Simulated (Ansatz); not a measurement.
**What a change of settings does to a run on Mg**

The cell is COD entry 9008506, as deposited and not checked against the literature; nothing was relaxed. The listed cell was then made from it by scaling, straining or moving an atom.

First run: DFT, PBE, all-electron LAPW, scalar-relativistic (Ansatz 0.2.0).

Command: `ansatz run input.yaml --threads 1 --pin off --max-ram 2048MiB --backend cpu --events-out ev --progress --plain --runs-dir out` The run took 21 s on 1 thread of Arm Neoverse V2, with other jobs on the host.

```yaml
crystal:
  lattice:
    - [3.2092715325, -0.0641854306, -0.0641854306]
    - [-1.6602219797, 2.8114033901, -0.0234934982]
    - [-0.1042066, -0.1042066, 5.21033]
  atoms:
    - { symbol: Mg, position: [0.3333333333, 0.6666666667, 0.25] }
    - { symbol: Mg, position: [0.6666666667, 0.3333333333, 0.75] }
kpoints:
  mp_grid: { grid: [12, 12, 7] }
scf:
  occupations: { method: fermi_dirac, width: 0.05 }
hamiltonian:
  xc: pbe
  pseudopotentials: { kind: all_electron, lapw: { basis_error: 0.001 } }
output:
  forces: true
  stress: true
  eigenvalues: true
```

Result: converged; pressure -0.31 GPa; largest force 0.048 eV/Å; no gap on the k mesh; 6 SCF iterations.

The input is then changed:

```diff
@@ -8,10 +8,12 @@
     - { symbol: Mg, position: [0.6666666667, 0.3333333333, 0.75] }
 kpoints:
-  mp_grid: { grid: [12, 12, 7] }
+  mp_grid: { grid: [6, 6, 4] }
 scf:
   occupations: { method: fermi_dirac, width: 0.05 }
+  mixing: { preconditioner: none }
 hamiltonian:
   xc: pbe
   pseudopotentials: { kind: all_electron, lapw: { basis_error: 0.001 } }
+  dispersion: d3bj
 output:
   forces: true
```

(1) Predict the outcome of the changed run.

## Answers

(1) It converged; pressure -2.25 GPa; largest force 0.056 eV/Å; no gap on the k mesh; 6 SCF iterations. Some of these settings are too coarse for converged properties.
